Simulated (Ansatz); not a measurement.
Equation of state of MnS under revPBE+U

It takes space group Fm-3m (No. 225, cubic). The conventional cell has a = 5.209 Å, b = 5.209 Å, c = 5.209 Å, α = 90.00°, β = 90.00°, γ = 90.00°. Mn (site symmetry m-3m) has 6 S at 2.60 Å as nearest neighbours. Around S (site symmetry m-3m) lie 6 Mn at 2.60 Å.

The cell was scaled at fixed shape and fractions and run with Ansatz, Ansatz PAW, cutoff 420 eV; revPBE+U, k mesh 9 × 9 × 9 on the cell of 4 atoms, gaussian occupations of 0.05 eV, non-collinear spin, antiferromagnetic start, no spin-orbit coupling. The potentials were made for PBE. Energies are those that the program minimises, any entropy of the smearing included. For a metal such a mesh isn't converged to the digits shown. The magnetic state is the one that the start led to, which needn't be the lowest.

| V (Å³/atom) | energy over the lowest row (meV/atom) |
| --- | --- |
| 16.6074 | 24.438 |
| 16.9607 | 12.594 |
| 17.3141 | ? |
| 17.6674 | 0.732 |
| 18.0208 | 0.000 |
| 18.3741 | 2.301 |
| 18.7275 | 7.369 |

Question: Fit the third-order Birch-Murnaghan form, give V0, B0 and B′, and predict the energy left open.

Answer: With y = (V0/V)^(2/3), E = E0 + (9 V0 B0/16) [(y - 1)³ B′ + (y - 1)² (6 - 4y)]. Least squares through the rows shown give V0 = 17.9251 Å³/atom, E0 = -0.116 meV, B0 = 71.72 GPa (1 eV/Å³ = 160.218 GPa) and B′ = 3.90, with a largest miss of 0.003 meV. At V = 17.3141 the form with these constants gives 4.817 meV; the run gave 4.821 meV an atom.
